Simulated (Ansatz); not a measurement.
# CuO (Tenorite): the cost of one run

Program: Ansatz 0.2.0. Level of theory: DFT, levels as named, plane waves, PAW. These are calculated values, not measurements.

## 1. Starting point

Symmetry: C2/c, No. 15, monoclinic system. Conventional cell: a = 4.684 Å, b = 3.423 Å, c = 5.129 Å, α = 90.00°, β = 99.54°, γ = 90.00°. Cu (site symmetry -1) is surrounded by 4 O at 1.95 to 1.96 Å. O (site symmetry 2) has 4 Cu at 1.95 to 1.96 Å as nearest neighbours.

Structure file:

```
Cu O
1.0
     2.34185   -1.71130    0.00000
     2.34185    1.71130    0.00000
    -0.85003    0.00000    5.05787
Cu O
2 2
Direct
  0.00000 0.50000 0.00000
  0.50000 0.00000 0.50000
  0.58160 0.41840 0.25000
  0.41840 0.58160 0.75000
```

## 2. PBE: cell and atoms

Contents of input.yaml:

```yaml
crystal:
  lattice:
    - [2.34185, -1.7113, 0.0]
    - [2.34185, 1.7113, 0.0]
    - [-0.85002743, 0.0, 5.05786939]
  atoms:
    - { symbol: Cu, position: [0.0, 0.5, 0.0] }
    - { symbol: Cu, position: [0.5, 0.0, 0.5] }
    - { symbol: O, position: [0.5816, 0.4184, 0.25] }
    - { symbol: O, position: [0.4184, 0.5816, 0.75] }
  symmetry: { tolerance: 0.0003 }
hamiltonian:
  xc: pbe
  pseudopotentials: { kind: paw, azcp: { folder: soft_1 } }
basis:
  ecutwfc: 420
magnetization:
  spin_polarized: false
scf:
  occupations: { method: fermi_dirac, width: 0.1 }
kpoints:
  mp_grid: { grid: [7, 7, 4], shift: [0, 0, 0] }
output:
  forces: true
  stress: true
  eigenvalues: true
relax:
  max_steps: 60
  cell: {}
```

Command:

```
$ ansatz run input.yaml --threads 2 --pin off --max-ram 5632MiB --backend cpu --events-out ev --progress --plain --runs-dir out
```

**Question.** How long does this run take on 2 threads of AMD EPYC 9R45 (Zen 5), shared host, and how much memory does it need?

About 13 s, with a peak of 0.44 GiB.
